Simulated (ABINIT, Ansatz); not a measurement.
# A GW chain in ABINIT: LiBr (Fm-3m), part 3 of 3

Aim: the G0W0 gap of LiBr (Fm-3m) on PBE, step by step.

ABINIT 10.8.3; PBE and many-body steps on it, plane waves. Known limits of the many-body steps: not at the basis limit; no spin-orbit coupling.

So far. Step 4 (Empty states on the mesh, 6×6×6 mesh, 176 bands): On this mesh the gap is 4.938 eV. Step 5 (Screening, 6×6×6 mesh, 168 bands, screening to 209.5 eV): Local fields lower ε∞ by 16 %.

## (6) Self-energy, 6×6×6 mesh, 168 bands, screening to 209.5 eV

The self-energy is evaluated for the states that the input lists, and the levels follow from it, in one-shot runs by the linearised quasiparticle equation.

This step: G0W0 on PBE, plane waves, norm-conserving pseudopotentials.

Contents of run.abi:

```
acell 3*1.0 Angstrom
rprim 
  0.000000000000 2.750650000000 2.750650000000
  2.750650000000 0.000000000000 2.750650000000
  2.750650000000 2.750650000000 0.000000000000
ntypat 2
znucl 3 35
natom 2
typat 1 2
xred 
  0.000000000000 0.000000000000 0.000000000000
  0.500000000000 0.500000000000 0.500000000000
pp_dirpath "pseudos"
pseudos "Li.upf, Br.upf"
ecut 33
ngkpt 6 6 6
nshiftk 1
shiftk 0 0 0
kptopt 1
chksymbreak 0
istwfk *1
occopt 1
irdwfk 1
optdriver 4
nband 168
gwcalctyp 0
ecutsigx 33
symsigma 1
nkptgw 1
kptgw 
  0.0000000000 0.0000000000 0.0000000000
bdgw 
  3 9
ecuteps 7.7
irdscr 1
ppmodel 1
indata_prefix "in"
outdata_prefix "out"
tmpdata_prefix "tmp"
```

The run is started by

```console
> OMP_NUM_THREADS=1 mpirun -n 8 abinit run.abi > log
```

Numbers of over 12 decimals in the logs are rounded to 6 here.

The log of the run:

```text
.Version 10.8.3 of ABINIT. v10.8.2 released Aug 2026.

 Symmetries : space group Fm -3 m (#225); Bravais cF (face-center cubic)
[... echo of the input left out ...]
== DATASET  1 ==================================================================
-   mpi_nproc: 8, omp_nthreads: 1 (-1 if OMP is not activated)

--- !DatasetInfo
iteration_state: {dtset: 1, }
dimensions: {natom: 2, nkpt: 16, mband: 168, nsppol: 1, nspinor: 1, nspden: 1, mpw: 2637, }
cutoff_energies: {ecut:  33.0, pawecutdg:  -1.0, }
electrons: {nelect:   1.00000000E+01, charge:   0.00000000E+00, occopt:   1.00000000E+00, tsmear:   1.00000000E-02, }

 SIGMA: Calculation of the GW corrections

 Based on a program developped by R.W. Godby, V. Olevano, G. Onida, and L. Reining.
 Incorporated in ABINIT by V. Olevano, G.-M. Rignanese, and M. Torrent.
.Using double precision arithmetic ; gwpc =  8

[... cell and pseudopotentials left out ...]
--------------------------------------------------------------------------------

 ==== K-mesh for the wavefunctions ====
 Number of points in the irreducible wedge :    16
[... list of points left out ...]
 Together with 48 symmetry operations and time-reversal symmetry
 yields   216 points in the full Brillouin Zone.

 ==== Q-mesh for screening function ====
 Number of points in the irreducible wedge :    16
[... list of points left out ...]
 Together with 48 symmetry operations and time-reversal symmetry
 yields   216 points in the full Brillouin Zone.

 vcoul_init : cutoff-mode = AUXILIARY_FUNCTION
 q-points for optical limit:   1
     1)      0.000010    0.000020    0.000030
 setmesh: FFT mesh size selected  =    40x   40x   40
          total number of points  =        64000

 Number of electrons calculated from density =   10.0000; Expected =   10.0000
 average of density, n =  0.035601
 r_s =    1.8857
 omega_plasma =   18.2008 [eV]

 === KS Band Gaps ===
  >>>> For spin  1
   Minimum direct gap =   4.9381 [eV], located at k-point      :   0.0000  0.0000  0.0000
   Fundamental gap    =   4.9381 [eV], Top of valence bands at :   0.0000  0.0000  0.0000
                                       Bottom of conduction at :   0.0000  0.0000  0.0000
 SIGMA fundamental parameters:
 PLASMON POLE MODEL  1
 number of plane-waves for SigmaX                 2637
 number of plane-waves for SigmaC and W            283
 number of plane-waves for wavefunctions          2637
 number of bands                                   168
 number of independent spin polarizations            1
 number of spinorial components                      1
 number of k-points in IBZ                          16
 number of q-points in IBZ                          16
 number of symmetry operations                      48
 number of k-points in BZ                          216
 number of q-points in BZ                          216
 number of frequencies for dSigma/dE                 9
 frequency step for dSigma/dE [eV]                0.25
 number of omega for Sigma on real axis              0
 max omega for Sigma on real axis  [eV]           0.00
 zcut for avoiding poles [eV]                     0.10

 EPSILON^-1 parameters (SCR file):
 dimension of the eps^-1 matrix on file            283
 dimension of the eps^-1 matrix used               283
 number of plane-waves for wavefunctions          2637
 number of bands                                   168
 number of q-points in IBZ                          16
 number of frequencies                               2
 number of real frequencies                          1
 number of imag frequencies                          1

 matrix elements of self-energy operator (all in [eV])

 Perturbative Calculation

--- !SelfEnergy_ee
iteration_state: {dtset: 1, }
kpoint     : [   0.000,    0.000,    0.000, ]
spin       : 1
KS_gap     :    4.938
QP_gap     :    7.107
Delta_QP_KS:    2.168
data: !SigmaeeData |
     Band     E0 <VxcDFT>   SigX SigC(E0)      Z dSigC/dE  Sig(E)    E-E0       E
        3   0.621 -13.197 -16.770   1.633   0.805  -0.243 -14.758  -1.562  -0.940
        4   0.621 -13.197 -16.770   1.633   0.805  -0.243 -14.758  -1.562  -0.940
        5   0.621 -13.197 -16.770   1.633   0.805  -0.243 -14.758  -1.562  -0.940
        6   5.559  -8.505  -4.368  -3.415   0.841  -0.190  -7.898   0.607   6.166
        7  11.140  -8.415  -3.746  -3.737   0.833  -0.201  -7.639   0.776  11.916
        8  11.140  -8.415  -3.746  -3.737   0.833  -0.201  -7.639   0.776  11.916
        9  11.140  -8.415  -3.746  -3.737   0.833  -0.201  -7.639   0.776  11.916

== END DATASET(S) ==============================================================
================================================================================

 -outvars: echo values of variables after computation  --------
           etotal      0.0000000000E+00
            nband         168
             nkpt          16
          spgroup         225
 [... the other variables as echoed above ...]

 Calculation completed.
```

Run time: 12 s. Hardware: 8 MPI ranks of AMD EPYC 7R43, shared host; peak memory 2.1 GiB.

Numbers from this step:

* G0W0 gap on the points computed: 7.106 eV
* starting gap on the mesh: 4.938 eV
* k of the valence top: 0, 0, 0
* k of the conduction bottom: 0, 0, 0
* Z at the valence top: 0.805
* Z at the conduction bottom: 0.841
* least direct G0W0 gap on the computed points: 7.106 eV

The gap on the mesh goes from 4.94 eV to 7.11 eV, a correction of +2.17 eV.

Limits: finite bands, cutoff and mesh; no spin-orbit coupling. v1 is the top filled band, c1 the lowest empty one. The levels before and after the correction (eV, zero at the valence-band top of each column):

```
           conduction bottom  valence top
Kohn-Sham               4.94         0.00
     G0W0               7.11         0.00
```

```
             level  energy (eV)
Kohn-Sham  Γ v3-v1        0.000
Kohn-Sham     Γ c1        4.938
Kohn-Sham  Γ c2-c4       10.519
     G0W0  Γ v3-v1        0.000
     G0W0     Γ c1        7.106
     G0W0  Γ c2-c4       12.856
```

## (7) Where the time went

Times are wall times on 8 MPI ranks of AMD EPYC 7R43, shared host, good to a factor of about two.

| step | time | share | memory (GiB) |
| --- | --- | --- | --- |
| ground state | 3.6 s | 4 % | 0.62 |
| bands along the symmetry lines | 4 s | 4 % | 0.55 |
| empty states on the mesh | 17 s | 19 % | 3.3 |
| screening | 54 s | 60 % | 2.1 |
| self-energy | 12 s | 13 % | 2.1 |

## (8) Summary of results

| Item | Value |
| --- | --- |
| PBE gap | 4.93 eV, indirect (only 5 meV under the direct gap) |
| G0W0 gap on the mesh | 7.11 eV |
| GW settings | 6×6×6 mesh, 168 bands, screening to 209.5 eV, Godby-Needs plasmon pole |
| known limits | not at the basis limit; no spin-orbit coupling |

G0W0 moves the gap on the mesh from 4.94 eV to 7.11 eV (+2.17 eV), with Z of 0.81 and 0.84 at the edges. Local fields lower the RPA ε∞ on this mesh from 3.77 to 3.17. Only 1 of the mesh's irreducible points was corrected, so a valley elsewhere could overtake. The dearest step here is «screening». Bands and cutoff are finite, so the gap is not at the basis limit. The miss can reach some tenths of an eV and take either sign; the mesh is an error of its own. In the G0W0 run levels were corrected at 1 k point alone, so a gap called «on the mesh» is the least over those, and an edge elsewhere would be missed. The many-body steps are scalar-relativistic: spin-orbit coupling is not in them.

[Paths, hosts, dates, memory and timing lines, banners, echoed tables and standing remarks are left out of the program output.]

[Logs are printed without paths, hosts, clocks, repeated set-up lines and the standing remarks that a program may print on its own settings, such as how far it seeks lower states.]

[Runs of the session that timed out or met a known fault of the program may be left out.]

[Hosts, paths, dates, database ids (printed as entryN), source tags and the programs' standing remarks are cut or masked in the printed files.]

[G0W0 gaps are taken among the corrected bands and points alone; a level outside them can change the order at an edge.]

[Where Ansatz stands beside ABINIT at settings called matched, ABINIT's density can come from a denser mesh and the files from another edition; pairs whose starting gaps differed by over 0.03 eV were left out, so agreement reads better than it is.]
